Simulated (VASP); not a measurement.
# BAs (F-43m) in VASP: notebook, part 2 of 2

VASP 6.6.1. Earlier steps stand in the parts before.

## (4) Relaxation of cell and atoms, LDA

INCAR reads:

```
SYSTEM = BAs
ALGO = Normal ; EDIFF = 1E-6
EDIFFG = -0.01 ; ENCUT = 600
GGA = CA ; IBRION = 2
ISIF = 3 ; ISMEAR = 0
LASPH = .TRUE. ; LCHARG = .FALSE.
LREAL = .FALSE. ; LWAVE = .FALSE.
NELM = 80 ; NSW = 90
PREC = Accurate ; SIGMA = 0.03
```

KPOINTS reads:

```
k-points
0
G
  10 10 10
  0 0 0
```

POSCAR reads:

```
BAs
1.0
    0.0000000000      2.3885000000      2.3885000000
    2.3885000000      0.0000000000      2.3885000000
    2.3885000000      2.3885000000      0.0000000000
B As
1 1
Direct
    0.0000000000      0.0000000000      0.0000000000
    0.2500000000      0.2500000000      0.2500000000
```

Potentials or basis: VASP PAW LDA potentials, release 64 (B, As).

The run is started by

```
> cat potpaw_LDA.64/B/POTCAR potpaw_LDA.64/As/POTCAR > POTCAR
> mpirun -np 1 vasp_std > vasp.out
```

OUTCAR:

```text
SYSTEM = BAs
   EDIFF = 1E-6
   EDIFFG = -0.01
   ENCUT = 600
   GGA = CA
   IBRION = 2
   ISIF = 3
   ISMEAR = 0
   LASPH = .TRUE.
   LREAL = .FALSE.
   NELM = 80
   NSW = 90
   PREC = Accurate

 ion  position               nearest neighbor table
   1  0.000  0.000  0.000-   2 2.07   2 2.07   2 2.07   2 2.07
   2  0.250  0.250  0.250-   1 2.07   1 2.07   1 2.07   1 2.07

  LATTYP: Found a face centered cubic cell.
 ALAT       =     4.7770000000

  Lattice vectors:

 A1 = (   0.0000000000,   2.3885000000,   2.3885000000)
 A2 = (   2.3885000000,   0.0000000000,   2.3885000000)
 A3 = (   2.3885000000,   2.3885000000,   0.0000000000)

Analysis of symmetry for initial positions (statically):
=====================================================================
 Subroutine PRICEL returns:
 Original cell was already a primitive cell.

 Routine SETGRP: Setting up the symmetry group for a
 face centered cubic supercell.

 Subroutine GETGRP returns: Found 24 space group operations
 (whereof 24 operations were pure point group operations)
 out of a pool of 48 trial point group operations.

The static configuration has the point symmetry T_d .

Analysis of symmetry for dynamics (positions and initial velocities):
=====================================================================
 Subroutine PRICEL returns:
 Original cell was already a primitive cell.

 Routine SETGRP: Setting up the symmetry group for a
 face centered cubic supercell.

 Subroutine GETGRP returns: Found 24 space group operations
 (whereof 24 operations were pure point group operations)
 out of a pool of 48 trial point group operations.

The dynamic configuration has the point symmetry T_d .

 Subroutine INISYM returns: Found 24 space group operations
 (whereof 24 operations are pure point group operations),
 and found     1 'primitive' translations

----------------------------------------------------------------------------------------

                                     Primitive cell

  volume of cell :      27.2525

  direct lattice vectors                    reciprocal lattice vectors
     0.000000000  2.388500000  2.388500000    -0.209336404  0.209336404  0.209336404
     2.388500000  0.000000000  2.388500000     0.209336404 -0.209336404  0.209336404
     2.388500000  2.388500000  0.000000000     0.209336404  0.209336404 -0.209336404

  length of vectors
     3.377849094  3.377849094  3.377849094     0.362581287  0.362581287  0.362581287

  position of ions in fractional coordinates (direct lattice)
     0.000000000  0.000000000  0.000000000
     0.250000000  0.250000000  0.250000000

  ion indices of the primitive-cell ions
   primitive index   ion index
                 1           1
                 2           2

----------------------------------------------------------------------------------------

 KPOINTS: k-points

Automatic generation of k-mesh.
 Grid dimensions read from file:
 generate k-points for:   10   10   10

 Generating k-lattice:

  Cartesian coordinates                     Fractional coordinates (reciprocal lattice)
    -0.020933640  0.020933640  0.020933640     0.100000000  0.000000000  0.000000000
[... 42 lines left out ...]
   number of dos      NEDOS =    301   number of ions     NIONS =      2
   total plane-waves  NPLWV =  21952
   dimension x,y,z NGX =    28 NGY =   28 NGZ =   28
   dimension x,y,z NGXF=    56 NGYF=   56 NGZF=   56
   ions per type =               1   1
   NGX,Y,Z   is equivalent  to a cutoff of  13.78, 13.78, 13.78 a.u.
   NGXF,Y,Z  is equivalent  to a cutoff of  27.56, 27.56, 27.56 a.u.
 SYSTEM =  BAs
   PREC   = accura    normal or accurate (medium, high low for compatibility)
   ISTART =      0    job   : 0-new  1-cont  2-samecut
   ICHARG =      2    charge: 1-file 2-atom 10-const
   ISPIN  =      1    spin polarized calculation?
   LNONCOLLINEAR =      F non collinear calculations
   LSORBIT =      F    spin-orbit coupling
   LASPH  =      T    aspherical Exc in radial PAW
   ENCUT  =  600.0 eV  44.10 Ry    6.64 a.u.   6.75  6.75  6.75*2*pi/ulx,y,z
   NELM   =     80;   NELMIN=  2; NELMDL= -5     # of ELM steps
   EDIFF  = 0.1E-05   stopping-criterion for ELM
   LREAL  =      F    real-space projection
   EDIFFG = -.1E-01   stopping-criterion for IOM
   NSW    =     90    number of steps for IOM
   IBRION =      2    ionic relax: 0-MD 1-quasi-New 2-CG
   NFREE  =      1    steps in history (QN), initial steepest desc. (CG)
   ISIF   =      3    stress and relaxation
   ISYM   =      2    0-nonsym 1-usesym 2-fastsym
   POTIM  = 0.5000    time-step for ionic-motion
   TEBEG  =    0.0;   TEEND  =   0.0 temperature during run
   PSTRESS=    0.0 pullay stress
   NELECT =       8.0000    total number of electrons
   NUPDOWN=      -1.0000    fix difference up-down
   EMIN   =  10.00;   EMAX   =-10.00  energy-range for DOS
   EFERMI =   0.00;   METHOD = LEGACY
   ISMEAR =     0;   SIGMA  =   0.03  broadening in eV -4-tet -1-fermi 0-gaus
   EFERMI_NEDOS =   21; number of points for ismear=-14 and -15
   IALGO  =     38    algorithm
   IMIX   =      4    mixing-type and parameters
     AMIX     =   0.40;   BMIX     =  1.00
     AMIX_MAG =   1.60;   BMIX_MAG =  1.00
  volume/ion in A,a.u.               =      13.63        91.95
  Fermi-wavevector in a.u.,A,eV,Ry     =   1.088018  2.056057 16.106360  1.183784
  Thomas-Fermi vector in A             =   2.224191
   LORBIT       =      0    0 simple, 1 ext, 2 COOP (PROOUT), +10 PAW based schemes
   GGA     = CA    functional components
   LHFCALC =     F    Hartree Fock is set to
   AEXX    =    0.0000 exact exchange contribution
   IVDW    =     0    specifies the selected vdW correction
   LEPSILON=     F    determine dielectric tensor
   LRPA    =     F    only Hartree local field effects (RPA)
 conjugate gradient relaxation of ions
 non-spin polarized calculation
 Gauss-broadening in eV      SIGMA  =   0.03
  energy-cutoff  :      600.00
  volume of cell :       27.25
 maximum number of plane-waves:       941
   NGX = 13   NGY = 13   NGZ = 13

--------------------------------------- Ionic step        1  -------------------------------------------

 number of electron       8.0000000 magnetization

 Free energy of the ion-electron system (eV)
  ---------------------------------------------------
  ext. energy  EPLUGINS =         0.00000000
  ---------------------------------------------------
  free energy    TOTEN  =       -12.92170814 eV

  energy without entropy =      -12.92170814  energy(sigma->0) =      -12.92170814

------------------------ aborting loop because EDIFF is reached ----------------------------------------

  FORCE on cell =-STRESS in cart. coord.  units (eV):
  Direction    XX          YY          ZZ          XY          YZ          ZX
  --------------------------------------------------------------------------------------
  -------------------------------------------------------------------------------------
  Total       -0.5260100     -0.5260100     -0.5260100      0.0000000      0.0000000      0.0000000
  in kB      -30.9242276    -30.9242276    -30.9242276      0.0000000      0.0000000      0.0000000
  external PRESSURE =     -30.9242276 kB  Pullay stress =       0.0000000 kB
[... 59 lines left out ...]
--------------------------------------- Ionic step        3  -------------------------------------------

 number of electron       8.0000000 magnetization

 Free energy of the ion-electron system (eV)
  ---------------------------------------------------
  ext. energy  EPLUGINS =         0.00000000
  ---------------------------------------------------
  free energy    TOTEN  =       -12.92751446 eV

  energy without entropy =      -12.92751446  energy(sigma->0) =      -12.92751446

 E-fermi :   6.6190     XC(G=0): -10.8753

 val. band max:        6.4054890198   @ k =   0.0000   0.0000   0.0000
 cond. band min:       7.5084203223   @ k =   0.4000   0.4000   0.0000
 fundamental gap:      1.1029313025
 Fermi energy:         6.6190399915

 k-point     1 :       0.0000    0.0000    0.0000
  band No.  band energies     occupation
      1      -9.1707      2.00000
      2       6.4055      2.00000
      3       6.4055      2.00000
      4       6.4055      2.00000
      5       9.6833      0.00000
      6       9.6833      0.00000
      7       9.6833      0.00000
      8      11.3795      0.00000
[... 243 lines left out ...]
 k-point    24 :       0.4000    0.3000    0.0000
  band No.  band energies     occupation
      1      -6.4818      2.00000
      2      -0.0514      2.00000
      3       2.3390      2.00000
      4       2.8437      2.00000
      5       8.0422      0.00000
      6       9.7488      0.00000
      7      15.3203      0.00000
      8      15.5387      0.00000

 [... further k-points ...]
[... 5 lines left out ...]
  --------------------------------------------------------------------------------------
  -------------------------------------------------------------------------------------
  Total       -0.0011073     -0.0011073     -0.0011073      0.0000000      0.0000000     -0.0000000
  in kB       -0.0665354     -0.0665354     -0.0665354      0.0000000      0.0000000     -0.0000000
  external PRESSURE =      -0.0665354 kB  Pullay stress =       0.0000000 kB
[... 17 lines left out ...]
  FREE ENERGIE OF THE ION-ELECTRON SYSTEM (eV)
  ---------------------------------------------------
  free  energy   TOTEN  =       -12.9275144609 eV

  energy  without entropy=      -12.9275144609  energy(sigma->0) =      -12.92751446

 reached required accuracy - stopping structural energy minimisation
```

CONTCAR:

```text
BAs
   1.00000000000000
     0.0000000000000000    2.3711456976014897    2.3711456976014897
     2.3711456976014897   -0.0000000000000000    2.3711456976014897
     2.3711456976014897    2.3711456976014897    0.0000000000000000
  B               As
     1     1
Direct
     0.0000000000000000    0.0000000000000000    0.0000000000000000
     0.2500000000000000    0.2500000000000000    0.2500000000000000

  0.00000000E+00  0.00000000E+00  0.00000000E+00
  0.00000000E+00  0.00000000E+00  0.00000000E+00
```

It took 11 s on 1 thread of Intel Xeon 6975P-C (Granite Rapids), shared host; peak memory 0.15 GiB.

What came out:

```
Free energy                            : -12.9275 eV
Relaxed volume                         : 13.33 Å³/atom
Relaxed cell                           : a = 3.353 Å, b = 3.353 Å, c = 3.353 Å, α = 60.00°, β = 60.00°, γ = 60.00°
Space group after relaxing (to 0.05 Å) : F-43m (No. 216)
Energy gained by relaxing              : 2.9 meV/atom
Ionic steps                            : 3
Pressure after relaxing                : 0.0 GPa
Band gap on the k mesh                 : 1.10 eV, indirect (least direct gap 3.28 eV)
```

The path:
```tsv
step	energy change (eV)	largest force (eV/Å)	pressure (GPa)	volume (Å³)
1	0.0000	0.0000	-3.09	27.25
2	-0.0025	0.0000	2.51	26.23
3	-0.0058	0.0000	-0.01	26.66
```

Final structure:
```
CELL_PARAMETERS angstrom
0.00000 2.37115 2.37115
2.37115 0.00000 2.37115
2.37115 2.37115 0.00000
ATOMIC_POSITIONS crystal
B 0.00000 0.00000 0.00000
As 0.25000 0.25000 0.25000
```

## (5) Relaxation of cell and atoms, LDA

This run uses another cell than the first one, of 13.33 Å³/atom, 0.978 times its volume.

Edit INCAR of step 4 so:

```diff
@@ -1,4 +1,4 @@
 SYSTEM = BAs
-ALGO = Normal ; EDIFF = 1E-6
-EDIFFG = -0.01 ; ENCUT = 600
+ALGO = Normal ; EDIFF = 1E-7
+EDIFFG = -0.005 ; ENCUT = 600
 GGA = CA ; IBRION = 2
```

KPOINTS is that of step 4.

POSCAR reads:

```
BAs                                     
1.0
    0.0000000000      2.3711456976      2.3711456976
    2.3711456976     -0.0000000000      2.3711456976
    2.3711456976      2.3711456976      0.0000000000
  B               As            
     1     1
Direct
     0.0000000000000000    0.0000000000000000    0.0000000000000000
     0.2500000000000000    0.2500000000000000    0.2500000000000000
```

The run is started by

```
> cat potpaw_LDA.64/B/POTCAR potpaw_LDA.64/As/POTCAR > POTCAR
> mpirun -np 1 vasp_std > vasp.out
```

It took 5.8 s on 1 thread of Intel Xeon 6975P-C (Granite Rapids), shared host; peak memory 0.14 GiB.

It converged, with:

* Free energy: -12.9274 eV
* Pressure after relaxing: 0.0 GPa
* Band gap on the k mesh: 1.10 eV, indirect (least direct gap 3.28 eV)

Final structure:
```xyz
2
Lattice="0.0000 2.3711 2.3711 2.3711 0.0000 2.3711 2.3711 2.3711 0.0000" Properties=species:S:1:pos:R:3 pbc="T T T"
B     0.0000    0.0000    0.0000
As    1.1856    1.1856    1.1856
```

Levels at points of the mesh, in eV from the valence-band top:
```csv
k point,band 1,band 2,band 3,band 4,band 5,band 6,band 7,band 8
"(0.00, 0.00, 0.00)",-15.58,0.00,0.00,0.00,3.28,3.28,3.28,4.97
"(0.50, 0.00, 0.00)",-12.64,-8.92,-1.85,-1.85,2.82,4.78,4.78,8.74
"(0.50, 0.50, 0.00)",-11.33,-8.55,-4.17,-4.17,1.32,1.39,11.44,11.44
```

Caveat: the relaxation stopped at its first step, so nothing moved. A hybrid or GW would open this gap; LDA tends to underestimate it.

## (6) Relaxation of the atoms, LDA (a relaxed cell with its volume scaled by 0.94)

INCAR reads:

```
SYSTEM = BAs
ALGO = Normal ; EDIFF = 1E-7
EDIFFG = -0.01 ; ENCUT = 600
GGA = CA ; IBRION = 2
ISIF = 2 ; ISMEAR = 0
LASPH = .TRUE. ; LCHARG = .FALSE.
LREAL = .FALSE. ; LWAVE = .FALSE.
NELM = 80 ; NSW = 40
PREC = Accurate ; SIGMA = 0.03
```

KPOINTS is that of step 5.

POSCAR reads:

```
BAs                                     
1.0
    0.0000000000      2.3227413871      2.3227413871
    2.3227413871      0.0000000000      2.3227413871
    2.3227413871      2.3227413871      0.0000000000
  B               As            
     1     1
Direct
     0.0000000000000000    0.0000000000000000    0.0000000000000000
     0.2500000000000000    0.2500000000000000    0.2500000000000000
```

Potentials or basis: VASP PAW LDA potentials, release 64 (B, As).

The run is started by

```
> cat potpaw_LDA.64/B/POTCAR potpaw_LDA.64/As/POTCAR > POTCAR
> mpirun -np 1 vasp_std > vasp.out
```

It took 5.9 s on 1 thread of Intel Xeon 6975P-C (Granite Rapids), shared host; peak memory 0.14 GiB.

It converged, with:

- Free energy: -12.8780 eV
- Pressure after relaxing: 10.3 GPa
- Band gap on the k mesh: 1.05 eV, indirect (least direct gap 3.36 eV)

Final structure:
```
B As
1.0
     0.00000    2.32274    2.32274
     2.32274    0.00000    2.32274
     2.32274    2.32274    0.00000
B As
1 1
Cartesian
  0.0000 0.0000 0.0000
  1.1614 1.1614 1.1614
```

Levels at points of the mesh, in eV from the valence-band top:
```csv
k point,band 1,band 2,band 3,band 4,band 5,band 6,band 7,band 8
"(0.00, 0.00, 0.00)",-16.16,0.00,0.00,0.00,3.36,3.36,3.36,5.79
"(0.50, 0.00, 0.00)",-12.99,-9.39,-1.96,-1.96,3.21,4.85,4.85,8.85
"(0.50, 0.50, 0.00)",-11.58,-8.91,-4.44,-4.44,1.27,1.31,12.05,12.05
```

Caveat: the relaxation stopped at its first step, so nothing moved. A k mesh can miss the band edges.

## (7) Summary

| task | level | potentials or basis | cell | target pressure | gap on the mesh (eV) | pressure (GPa) |
| --- | --- | --- | --- | --- | --- | --- |
| relaxation of cell and atoms | r2SCAN | VASP PAW PBE potentials, release 64 (B, As) | relaxed to 19.4 GPa | 19.4 GPa | 1.25 | 19.4 |
| relaxation of cell and atoms | LDA | VASP PAW LDA potentials, release 64 (B, As) | relaxed | - | 1.10 | 0.0 |
| relaxation of the atoms | LDA | VASP PAW LDA potentials, release 64 (B, As) | atoms relaxed from: a relaxed cell with its volume scaled by 0.94 | - | 1.05 | 10.3 |

Alike in all rows: no spin polarisation; k mesh 10 × 10 × 10; cutoff (eV) 600; smearing gaussian 0.03 eV.

Caveats: the relaxation stopped at its first step, so nothing moved (some runs); the cell is relaxed towards a set pressure, so the enthalpy falls and the energy may rise (some runs); the PAW data sets were made with another functional, which shifts forces and pressure a little (some runs).

Absolute energies hang on the potentials; compare differences alone.
